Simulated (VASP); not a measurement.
Zn:

```
Zn
1.0
     2.67000    0.00000    0.00000
    -1.33500    2.31229    0.00000
     0.00000    0.00000    4.96600
Zn
2
Cartesian
  1.3350 0.7708 3.7245
  0.0000 1.5415 1.2415
```

- Program: VASP 6.6.1
- Task: relaxation of cell and atoms
- Functional: PBE
- Dispersion: D3(BJ)
- Potentials or basis: VASP PAW PBE potentials, release 64 (Zn)
- Cutoff: 600 eV
- k mesh: 10 × 10 × 6
- Occupations: fermi-dirac, width 0.05 eV
- Spin: no spin polarisation

At the start: pressure -4.9 GPa; volume 15.33 Å³/atom.

Where does the relaxation end?

Over 5 steps the energy falls by 15.9 meV/atom and the volume is 14.36 Å³/atom (-6.4 %); space group P6_3/mmc (No. 194, to 0.05 Å).

Step by step:
```
step  energy change (eV)  largest force (eV/Å)  pressure (GPa)  volume (Å³)
   1              0.0000                0.0000           -4.92        30.66
   2             -0.0306                0.0000            0.54        28.62
   3             -0.0310                0.0000           -0.07        28.81
   4             -0.0316                0.0000           -0.02        28.75
   5             -0.0318                0.0000            0.01        28.71
```

Final structure:
```
Zn
1.0
     2.61492    0.00000    0.00000
    -1.30746    2.26458    0.00000
     0.00000    0.00000    4.84828
Zn
2
Direct
  0.66667 0.33333 0.75000
  0.33333 0.66667 0.25000
```

Caveat: pairwise dispersion overbinds metals, which lowers pressure and volume.
